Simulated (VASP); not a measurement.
# Sn (Immm) in VASP: further runs

One crystal, Sn, is run at these levels: PBE; tasks: single point.

Program: VASP 6.6.1. These are calculated values, not measurements. Logs are shortened: lines on timing, memory, paths and dates and some standing lists are left out, and cuts for length are marked.

**1. The crystal as given**

Symmetry: Immm, No. 71, orthorhombic system. Conventional cell: a = 3.453 Å, b = 3.551 Å, c = 4.677 Å, α = 90.00°, β = 90.00°, γ = 90.00°. Sn (site symmetry mmm) has 12 Sn at 3.41 to 3.55 Å as nearest neighbours.

This isn't the form of Sn at room conditions, which is tetragonal (white tin).

**2. Single point, PBE**

The input, INCAR:

```
SYSTEM = Sn
ADDGRID = .FALSE.
ALGO = Normal
EDIFF = 1E-7
ENCUT = 450
GGA = PE
ISIF = 2
ISMEAR = 1
LASPH = .TRUE.
LCHARG = .FALSE.
LREAL = .FALSE.
LWAVE = .FALSE.
NELM = 100
PREC = Accurate
SIGMA = 0.4
```

The input, KPOINTS:

```
k-points
0
G
  16 16 16
  0 0 0
```

The input, POSCAR:

```
Sn
1.0
   -1.6810770000      1.7214010000      2.3373330000
    1.7271670000     -1.7623000000      2.4024190000
    1.7145940000      1.7948920000     -2.3683880000
Sn
1
Direct
    0.0245380000     -0.0183670000      0.0024320000
```

Potentials or basis: VASP PAW PBE potentials, release 64 (Sn).

Run with:

```sh
$ cat potpaw_PBE.64/Sn/POTCAR > POTCAR
$ mpirun -np 1 vasp_std > vasp.out
```

OUTCAR:

```text
SYSTEM = Sn
   EDIFF = 1E-7
   ENCUT = 450
   GGA = PE
   ISIF = 2
   ISMEAR = 1
   LASPH = .TRUE.
   LREAL = .FALSE.
   NELM = 100
   PREC = Accurate

 Found   2052 irreducible k-points:

 Following reciprocal coordinates:
            Coordinates               Weight
  0.000000  0.000000  0.000000      1.000000
  0.062500  0.000000  0.000000      2.000000
  0.125000  0.000000  0.000000      2.000000
  0.187500  0.000000  0.000000      2.000000
  0.250000  0.000000  0.000000      2.000000
  0.312500  0.000000  0.000000      2.000000
   k-points           NKPTS =   2052   k-points in BZ     NKDIM =   2052   number of bands    NBANDS=      6
   number of dos      NEDOS =    301   number of ions     NIONS =      1
   total plane-waves  NPLWV =  13824
   dimension x,y,z NGX =    24 NGY =   24 NGZ =   24
   dimension x,y,z NGXF=    48 NGYF=   48 NGZF=   48
   ions per type =               1
   NGX,Y,Z   is equivalent  to a cutoff of  11.89, 11.59, 11.63 a.u.
   NGXF,Y,Z  is equivalent  to a cutoff of  23.79, 23.17, 23.26 a.u.
 SYSTEM =  Sn
   PREC   = accura    normal or accurate (medium, high low for compatibility)
   ISTART =      0    job   : 0-new  1-cont  2-samecut
   ICHARG =      2    charge: 1-file 2-atom 10-const
   ISPIN  =      1    spin polarized calculation?
   LNONCOLLINEAR =      F non collinear calculations
   LSORBIT =      F    spin-orbit coupling
   LASPH  =      T    aspherical Exc in radial PAW
   ENCUT  =  450.0 eV  33.07 Ry    5.75 a.u.   5.80  5.96  5.93*2*pi/ulx,y,z
   NELM   =    100;   NELMIN=  2; NELMDL= -5     # of ELM steps
   EDIFF  = 0.1E-06   stopping-criterion for ELM
   LREAL  =      F    real-space projection
   EDIFFG = 0.1E-05   stopping-criterion for IOM
   NSW    =      0    number of steps for IOM
   IBRION =     -1    ionic relax: 0-MD 1-quasi-New 2-CG
   NFREE  =      0    steps in history (QN), initial steepest desc. (CG)
   ISIF   =      2    stress and relaxation
   ISYM   =      2    0-nonsym 1-usesym 2-fastsym
   POTIM  = 0.5000    time-step for ionic-motion
   TEBEG  =    0.0;   TEEND  =   0.0 temperature during run
   PSTRESS=    0.0 pullay stress
   NELECT =       4.0000    total number of electrons
   NUPDOWN=      -1.0000    fix difference up-down
   EMIN   =  10.00;   EMAX   =-10.00  energy-range for DOS
   EFERMI =   0.00;   METHOD = LEGACY
   ISMEAR =     1;   SIGMA  =   0.40  broadening in eV -4-tet -1-fermi 0-gaus
   EFERMI_NEDOS =   21; number of points for ismear=-14 and -15
   IALGO  =     38    algorithm
   IMIX   =      4    mixing-type and parameters
     AMIX     =   0.40;   BMIX     =  1.00
     AMIX_MAG =   1.60;   BMIX_MAG =  1.00
  volume/ion in A,a.u.               =      28.67       193.50
  Fermi-wavevector in a.u.,A,eV,Ry     =   0.849055  1.604482  9.808370  0.720895
  Thomas-Fermi vector in A             =   1.964816
   LORBIT       =      0    0 simple, 1 ext, 2 COOP (PROOUT), +10 PAW based schemes
   GGA     = PE    functional components
   LHFCALC =     F    Hartree Fock is set to
   AEXX    =    0.0000 exact exchange contribution
   IVDW    =     0    specifies the selected vdW correction
   LEPSILON=     F    determine dielectric tensor
   LRPA    =     F    only Hartree local field effects (RPA)
 non-spin polarized calculation
 Methfessel and Paxton  Order N= 1 SIGMA  =   0.40
  energy-cutoff  :      450.00
  volume of cell :       28.67
 maximum number of plane-waves:       636
   NGX = 11   NGY = 11   NGZ = 11

 number of electron       4.0000000 magnetization

 Free energy of the ion-electron system (eV)
  ---------------------------------------------------
  ext. energy  EPLUGINS =         0.00000000
  ---------------------------------------------------
  free energy    TOTEN  =        -3.77286102 eV

  energy without entropy =       -3.77403582  energy(sigma->0) =       -3.77325262

 E-fermi :   4.9614     XC(G=0):  -9.9654

 val. band max:        4.9610966336   @ k =   0.3125   0.0000   0.4375
 cond. band min:       4.9638916014   @ k =  -0.3750   0.1250   0.0625
 fundamental gap:      0.0027949679
 Fermi energy:         4.9614442023

 k-point     1 :       0.0000    0.0000    0.0000
  band No.  band energies     occupation
      1      -5.8259      2.00000
      2      11.8357     -0.00000
      3      12.2040     -0.00000
      4      12.5680     -0.00000
      5      15.5967      0.00000
      6      15.7615      0.00000

 k-point     2 :       0.0625    0.0000    0.0000
  band No.  band energies     occupation
      1      -5.7486      2.00000
      2      11.4001     -0.00000
      3      11.7839     -0.00000
      4      12.3254     -0.00000
      5      15.0136      0.00000
      6      16.0175      0.00000

 k-point     3 :       0.1250    0.0000    0.0000
  band No.  band energies     occupation
      1      -5.5167      2.00000
      2       9.6706     -0.00000
      3      11.5658     -0.00000
      4      11.9418     -0.00000
      5      14.6333      0.00000
      6      16.4797      0.00000

 k-point     4 :       0.1875    0.0000    0.0000
  band No.  band energies     occupation
      1      -5.1311      2.00000
      2       7.7549     -0.00000
      3      11.3125     -0.00000
      4      11.5006     -0.00000
      5      14.3833      0.00000
      6      16.7450      0.00000

 k-point     5 :       0.2500    0.0000    0.0000
  band No.  band energies     occupation
      1      -4.5940      2.00000
      2       5.8835     -0.00529
      3      11.0384     -0.00000
      4      11.1098     -0.00000
      5      14.2326      0.00000
      6      16.1838      0.00000

 k-point     6 :       0.3125    0.0000    0.0000
  band No.  band energies     occupation
      1      -3.9121      2.00000
      2       4.1304      2.01235
      3      10.6909     -0.00000
      4      10.8971     -0.00000
      5      14.1827      0.00000
      6      15.6572      0.00000

 [... further k-points ...]

------------------------ aborting loop because EDIFF is reached ----------------------------------------

  FORCE on cell =-STRESS in cart. coord.  units (eV):
  Direction    XX          YY          ZZ          XY          YZ          ZX
  --------------------------------------------------------------------------------------
  -------------------------------------------------------------------------------------
  Total       -0.1661902     -0.2611300     -0.2046159     -0.0059864      0.0603495     -0.0599209
  in kB       -9.2862306    -14.5911896    -11.4333469     -0.3345001      3.3721567     -3.3482073
  external PRESSURE =     -11.7702557 kB  Pullay stress =       0.0000000 kB

 VOLUME and BASIS-vectors are now :
 -----------------------------------------------------------------------------
  energy-cutoff  :      450.00
  volume of cell :       28.67
      direct lattice vectors                 reciprocal lattice vectors
    -1.681077000  1.721401000  2.337333000    -0.004822354  0.286321943  0.213499049
     1.727167000 -1.762300000  2.402419000     0.288499269 -0.000911461  0.208168231
     1.714594000  1.794892000 -2.368388000     0.287885548  0.281643047 -0.000369160

 POSITION                                       TOTAL-FORCE (eV/Angst)
 -----------------------------------------------------------------------------------
      1.65836     -1.68333      2.40989         0.000000      0.000000      0.000000
 -----------------------------------------------------------------------------------
    total drift:                               -0.000000      0.000000      0.000000

  FREE ENERGIE OF THE ION-ELECTRON SYSTEM (eV)
  ---------------------------------------------------
  free  energy   TOTEN  =        -3.7728610194 eV

  energy  without entropy=       -3.7740358179  energy(sigma->0) =       -3.77325262
```

Wall time 66 s (1 thread of Intel Xeon 6975P-C (Granite Rapids), shared host); peak memory 0.42 GiB.

The run converged, but some of its settings lie outside the range that counts as converged, so its numbers aren't taken as properties of the crystal.

What came out:

```yaml
Free_energy: -3.7729 eV
Pressure: -1.2 GPa
Band_gap_on_the_k_mesh: none (metal or under the smearing width)
```

**3. Single point, PBE**

INCAR: that of step 2 with these lines changed.

```diff
@@ -14,2 +14,2 @@
 PREC = Accurate
-SIGMA = 0.4
+SIGMA = 0.1
```

KPOINTS is that of step 2.

The input, POSCAR:

```
Sn
1.0
   -1.7265390000      1.7755470000      2.3383420000
    1.7265390000     -1.7755470000      2.3383420000
    1.7265390000      1.7755470000     -2.3383420000
Sn
1
Direct
    0.0000000000      0.0000000000      0.0000000000
```

Potentials or basis: VASP PAW PBE potentials, release 64 (Sn).

Run with:

```sh
$ cat potpaw_PBE.64/Sn/POTCAR > POTCAR
$ mpirun -np 1 vasp_std > vasp.out
```

OUTCAR:

```text
SYSTEM = Sn
   EDIFF = 1E-7
   ENCUT = 450
   GGA = PE
   ISIF = 2
   ISMEAR = 1
   LASPH = .TRUE.
   LREAL = .FALSE.
   NELM = 100
   PREC = Accurate

 Found    621 irreducible k-points:

 Following reciprocal coordinates:
            Coordinates               Weight
  0.000000  0.000000  0.000000      1.000000
  0.062500  0.000000  0.000000      4.000000
  0.125000  0.000000  0.000000      4.000000
  0.187500  0.000000  0.000000      4.000000
  0.250000  0.000000  0.000000      4.000000
  0.312500  0.000000 -0.000000      4.000000
   k-points           NKPTS =    621   k-points in BZ     NKDIM =    621   number of bands    NBANDS=      6
   number of dos      NEDOS =    301   number of ions     NIONS =      1
   total plane-waves  NPLWV =  13824
   dimension x,y,z NGX =    24 NGY =   24 NGZ =   24
   dimension x,y,z NGXF=    48 NGYF=   48 NGZF=   48
   ions per type =               1
   NGX,Y,Z   is equivalent  to a cutoff of  11.71, 11.71, 11.71 a.u.
   NGXF,Y,Z  is equivalent  to a cutoff of  23.43, 23.43, 23.43 a.u.
 SYSTEM =  Sn
   PREC   = accura    normal or accurate (medium, high low for compatibility)
   ISTART =      0    job   : 0-new  1-cont  2-samecut
   ICHARG =      2    charge: 1-file 2-atom 10-const
   ISPIN  =      1    spin polarized calculation?
   LNONCOLLINEAR =      F non collinear calculations
   LSORBIT =      F    spin-orbit coupling
   LASPH  =      T    aspherical Exc in radial PAW
   ENCUT  =  450.0 eV  33.07 Ry    5.75 a.u.   5.89  5.89  5.89*2*pi/ulx,y,z
   NELM   =    100;   NELMIN=  2; NELMDL= -5     # of ELM steps
   EDIFF  = 0.1E-06   stopping-criterion for ELM
   LREAL  =      F    real-space projection
   EDIFFG = 0.1E-05   stopping-criterion for IOM
   NSW    =      0    number of steps for IOM
   IBRION =     -1    ionic relax: 0-MD 1-quasi-New 2-CG
   NFREE  =      0    steps in history (QN), initial steepest desc. (CG)
   ISIF   =      2    stress and relaxation
   ISYM   =      2    0-nonsym 1-usesym 2-fastsym
   POTIM  = 0.5000    time-step for ionic-motion
   TEBEG  =    0.0;   TEEND  =   0.0 temperature during run
   PSTRESS=    0.0 pullay stress
   NELECT =       4.0000    total number of electrons
   NUPDOWN=      -1.0000    fix difference up-down
   EMIN   =  10.00;   EMAX   =-10.00  energy-range for DOS
   EFERMI =   0.00;   METHOD = LEGACY
   ISMEAR =     1;   SIGMA  =   0.10  broadening in eV -4-tet -1-fermi 0-gaus
   EFERMI_NEDOS =   21; number of points for ismear=-14 and -15
   IALGO  =     38    algorithm
   IMIX   =      4    mixing-type and parameters
     AMIX     =   0.40;   BMIX     =  1.00
     AMIX_MAG =   1.60;   BMIX_MAG =  1.00
  volume/ion in A,a.u.               =      28.67       193.50
  Fermi-wavevector in a.u.,A,eV,Ry     =   0.849055  1.604482  9.808370  0.720895
  Thomas-Fermi vector in A             =   1.964816
   LORBIT       =      0    0 simple, 1 ext, 2 COOP (PROOUT), +10 PAW based schemes
   GGA     = PE    functional components
   LHFCALC =     F    Hartree Fock is set to
   AEXX    =    0.0000 exact exchange contribution
   IVDW    =     0    specifies the selected vdW correction
   LEPSILON=     F    determine dielectric tensor
   LRPA    =     F    only Hartree local field effects (RPA)
 non-spin polarized calculation
 Methfessel and Paxton  Order N= 1 SIGMA  =   0.10
  energy-cutoff  :      450.00
  volume of cell :       28.67
 maximum number of plane-waves:       634
   NGX = 11   NGY = 11   NGZ = 11

 number of electron       4.0000000 magnetization

 Free energy of the ion-electron system (eV)
  ---------------------------------------------------
  ext. energy  EPLUGINS =         0.00000000
  ---------------------------------------------------
  free energy    TOTEN  =        -3.77307419 eV

  energy without entropy =       -3.77281769  energy(sigma->0) =       -3.77298869

 E-fermi :   4.9422     XC(G=0):  -9.9654

 val. band max:        4.9404702149   @ k =  -0.3750   0.1250   0.0625
 cond. band min:       4.9464557641   @ k =  -0.4375  -0.3125   0.1250
 fundamental gap:      0.0059855492
 Fermi energy:         4.9422355723

 k-point     1 :       0.0000    0.0000    0.0000
  band No.  band energies     occupation
      1      -5.8248      2.00000
      2      11.9801      0.00000
      3      12.1249      0.00000
      4      12.5307      0.00000
      5      15.5903      0.00000
      6      15.8027      0.00000

 k-point     2 :       0.0625    0.0000    0.0000
  band No.  band energies     occupation
      1      -5.7493      2.00000
      2      11.1551      0.00000
      3      11.9996      0.00000
      4      12.3733      0.00000
      5      15.0508      0.00000
      6      16.2286      0.00000

 k-point     3 :       0.1250    0.0000    0.0000
  band No.  band energies     occupation
      1      -5.5230      2.00000
      2       9.4127      0.00000
      3      11.8148      0.00000
      4      11.9934      0.00000
      5      14.7305      0.00000
      6      16.6533      0.00000

 k-point     4 :       0.1875    0.0000    0.0000
  band No.  band energies     occupation
      1      -5.1467      2.00000
      2       7.5253      0.00000
      3      11.5373      0.00000
      4      11.5885      0.00000
      5      14.5140      0.00000
      6      16.7741      0.00000

 k-point     5 :       0.2500    0.0000    0.0000
  band No.  band energies     occupation
      1      -4.6232      2.00000
      2       5.6896     -0.00000
      3      11.0969      0.00000
      4      11.3696      0.00000
      5      14.3836      0.00000
      6      16.1852      0.00000

 k-point     6 :       0.3125    0.0000   -0.0000
  band No.  band energies     occupation
      1      -3.9600      2.00000
      2       3.9746      2.00000
      3      10.7204      0.00000
      4      11.1869      0.00000
      5      14.3417      0.00000
      6      15.6641      0.00000

 [... further k-points ...]

------------------------ aborting loop because EDIFF is reached ----------------------------------------

  FORCE on cell =-STRESS in cart. coord.  units (eV):
  Direction    XX          YY          ZZ          XY          YZ          ZX
  --------------------------------------------------------------------------------------
  -------------------------------------------------------------------------------------
  Total       -0.1371118     -0.2481830     -0.2307236      0.0000000      0.0000000      0.0000000
  in kB       -7.6614129    -13.8677518    -12.8921686      0.0000000      0.0000000      0.0000000
  external PRESSURE =     -11.4737777 kB  Pullay stress =       0.0000000 kB

 VOLUME and BASIS-vectors are now :
 -----------------------------------------------------------------------------
  energy-cutoff  :      450.00
  volume of cell :       28.67
      direct lattice vectors                 reciprocal lattice vectors
    -1.726539000  1.775547000  2.338342000     0.000000000  0.281603359  0.213826720
     1.726539000 -1.775547000  2.338342000     0.289596702  0.000000000  0.213826720
     1.726539000  1.775547000 -2.338342000     0.289596702  0.281603359  0.000000000

 POSITION                                       TOTAL-FORCE (eV/Angst)
 -----------------------------------------------------------------------------------
      0.00000      0.00000      0.00000        -0.000000      0.000000      0.000000
 -----------------------------------------------------------------------------------
    total drift:                                0.000000     -0.000000      0.000000

  FREE ENERGIE OF THE ION-ELECTRON SYSTEM (eV)
  ---------------------------------------------------
  free  energy   TOTEN  =        -3.7730741895 eV

  energy  without entropy=       -3.7728176918  energy(sigma->0) =       -3.77298869
```

Run time: 20 s. Hardware: 1 thread of Intel Xeon 6975P-C (Granite Rapids), shared host; peak memory 0.21 GiB.

These settings aren't checked as converged: the numbers below hold their error.

What came out:

```
Free energy            : -3.7731 eV
Pressure               : -1.1 GPa
Band gap on the k mesh : none (metal or under the smearing width)
```
